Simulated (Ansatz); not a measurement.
## InSe: relaxation of cell and atoms with PBE+D3(BJ)

The system is InSe.

```
In Se
1.0
     5.82639   -2.05465    0.00000
     5.82639    2.05465    0.00000
    -1.72323    0.00000    4.77135
In Se
2 2
Direct
  0.88820 0.88820 0.04684
  0.11180 0.11180 0.95316
  0.66093 0.66093 0.66896
  0.33907 0.33907 0.33104
```

The cell comes from a database or a generator and needn't be the stable form of this composition.

| Quantity | Value |
| --- | --- |
| Program | Ansatz 0.2.0 |
| Task | relaxation of cell and atoms |
| Functional | PBE |
| Dispersion | D3(BJ) |
| Potentials or basis | Ansatz PAW |
| Cutoff | 420 eV (not typed: the program's choice for these potentials) |
| k mesh | 7 × 7 × 6 |
| Occupations | fermi-dirac, width 0.05 eV |
| Spin | no spin polarisation |

The relaxed volume is 25.91 Å³/atom. The relaxed cell is a = 6.290 Å, b = 6.290 Å, c = 4.510 Å, α = 109.59°, β = 109.59°, γ = 38.41°. The space group after relaxing (to 0.05 Å) is C2/m (No. 12), the energy gained by relaxing is 16.8 meV/atom and the ionic steps are 9. The pressure after relaxing is 0.0 GPa and the band gap on the k mesh is 0.66 eV, indirect (least direct gap 1.08 eV).

The path:
| step | energy change (eV) | largest force (eV/Å) | volume (Å³) |
| --- | --- | --- | --- |
| 1 | 0.0000 | 0.2534 | 114.24 |
| 2 | -0.0329 | 0.0271 | 110.36 |
| 3 | -0.0477 | 0.0597 | 107.94 |
| 4 | -0.0603 | 0.0580 | 104.77 |
| 5 | -0.0680 | 0.0304 | 103.85 |
| 6 | -0.0684 | 0.0156 | 103.67 |
| 7 | -0.0686 | 0.0216 | 103.56 |
| 8 | -0.0686 | 0.0008 | 103.64 |
| 9 | -0.0673 | 0.0006 | 103.64 |

Final structure:
```
CELL_PARAMETERS angstrom
5.93952 -2.06901 0.10199
5.93952 2.06901 0.10199
-1.67317 0.00000 4.18800
ATOMIC_POSITIONS crystal
In 0.88504 0.88504 0.02111
In 0.11496 0.11496 0.97889
Se 0.65314 0.65314 0.63390
Se 0.34686 0.34686 0.36610
```

Levels at points of the mesh, in eV from the valence-band top:
| k point | band 25 | band 26 | band 27 | band 28 | band 29 | band 30 | band 31 | band 32 | band 33 | band 34 |
| --- | --- | --- | --- | --- | --- | --- | --- | --- | --- | --- |
| (0.00, 0.00, 0.00) | -3.71 | -2.64 | -2.41 | -1.88 | -1.59 | 2.44 | 3.52 | 4.03 | 4.97 | 5.15 |
| (0.00, 0.00, -0.50) | -2.02 | -1.87 | -1.79 | -1.28 | -0.25 | 0.83 | 2.40 | 3.30 | 3.33 | 5.36 |

Wall time 2.4 min on 2 threads of Intel(R) Xeon(R) Processor @ 2.70GHz, on a shared host, peak memory 0.65 GiB.

Caveat: odd divisions of the mesh miss points on the zone boundary, where band edges often lie, so the gap on the mesh can be too wide; the plane-wave basis is chosen anew once the cell has moved, so the energies of steps on either side of that aren't comparable; spin-orbit coupling is left out, which moves the levels of the heavy elements. PBE gaps usually lie below the measured ones, often by a third to a half.
